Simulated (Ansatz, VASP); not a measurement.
## One calculation of Os, two programs

```xyz
2
Lattice="2.7341 0.0000 0.0000 -1.3671 2.3678 0.0000 0.0000 0.0000 4.3197" Properties=species:S:1:pos:R:3 pbc="T T T"
Os    1.3671    0.7893    3.2398
Os    0.0000    1.5785    1.0799
```

Alike in both runs: task relaxation of cell and atoms; functional BLYP; dispersion D3(BJ); k mesh 11 × 11 × 6; occupations fermi-dirac, width 0.05 eV; no spin polarisation.

|  | VASP | Ansatz |
| --- | --- | --- |
| version | VASP 6.6.1 | Ansatz 0.2.0 |
| potentials or method | VASP PAW PBE potentials, release 64 (Os) | Ansatz PAW |
| plane-wave cutoff (eV) | 600 | 420 |
| valence electrons in the cell | 16 | 32 |

Ansatz gave:

- gap on the k mesh at the Fermi level, each at its own relaxed structure (eV): none
- relaxed volume (Å³/atom): 14.22
- relaxed cell length with the largest relative difference (Å): 2.750
- energy change over the relaxation (meV/atom): -5

Task: What did VASP give for the same quantities?

Result: gap on the k mesh at the Fermi level, each at its own relaxed structure (eV): none; relaxed volume (Å³/atom): 14.34; relaxed cell length with the largest relative difference (Å): 2.758; energy change over the relaxation (meV/atom): -12.

A gap of «none» marks a metal or a gap that the smearing closes. The two sets of potentials don't hold the same shells in valence.

Caveats: pairwise dispersion overbinds metals, which lowers pressure and volume; the PAW data sets were made with another functional, which shifts forces and pressure a little (VASP); the plane-wave basis is chosen anew once the cell has moved, so the energies of steps on either side of that aren't comparable (Ansatz); the PAW data sets come from PBE, with cores solved anew for the run's functional, which leaves a small shift of forces and pressure (Ansatz). Zero-point motion and thermal expansion aren't in these numbers. The runs have no spin-orbit coupling, so splittings on Os are missing.
